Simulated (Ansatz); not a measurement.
KI, space group Pm-3m, a calculation of the dielectric tensor and Born charges

Program: Ansatz 0.2.0 through its Python package.

At the Python prompt:
```pycon
>>> from dataclasses import dataclass
>>> import warnings
>>> import ansatz as az
>>> import numpy as np
>>> @dataclass(frozen=True)
... class Settings:
...     functional: str = "PBEsol"
...     ecut: int = 510
...     filling: str = "fixed"
...
>>> cfg = Settings()
>>> warnings.simplefilter("ignore", az.DeckWarning)
>>> structure = (
...     az.Lattice.cubic(4.291197)
...     .space_group(221)
...     .atom("K", [0.0, 0.0, 0.0])
...     .atom("I", [0.5, 0.5, 0.5])
... )
>>> len(structure.resolved().sites)
2
>>> # an insulator: whole occupations
>>> setup = structure.calculation()
>>> setup = setup.functional(cfg.functional)
>>> setup = setup.basis(cfg.ecut)
>>> setup = setup.kpoints(4).occupations(cfg.filling)
>>> setup = setup.dielectric()
>>> result = setup.run(threads=1)

>>> response = result.dielectric
>>> eps = np.asarray(response.eps_inf)
>>> values = np.linalg.eigvalsh(eps)
>>> print("principal values of eps_inf:", np.round(values, 3))
principal values of eps_inf: [3.31 3.31 3.31]
>>> print("refractive indices:", np.round(np.sqrt(values), 3))
refractive indices: [1.819 1.819 1.819]
>>> for site, z in zip(result.lattice.sites, response.zstar_e):
...     print(f"{site.symbol:2s} Z* trace/3 = {np.trace(z) / 3:+.3f} e")
...
K  Z* trace/3 = +1.254 e
I  Z* trace/3 = -1.254 e
>>> print(f"charge neutrality missed by {response.zstar_sum_residual_pre_e:.4f} e before the sum rule")
charge neutrality missed by 0.0012 e before the sum rule
```

What to keep in mind:
- Under fixed occupations the level called the Fermi level is the highest filled one on the SCF mesh; off the mesh a filled band can lie a little above it.
- Pressure is positive in compression.
- The structure comes from a database of computed cells and needn't be a stable or known phase.
- This is the electronic (clamped-ion) response; a semilocal gap that is too small tends to raise it. The typed mesh is that of the SCF; the response is solved on denser meshes that the run picks.
- It ran for 21 s on 1 thread of Arm Neoverse V2, on a shared host, peak memory 0.53 GiB.

(Lines on the test bed's own set-up are left out of the output.)
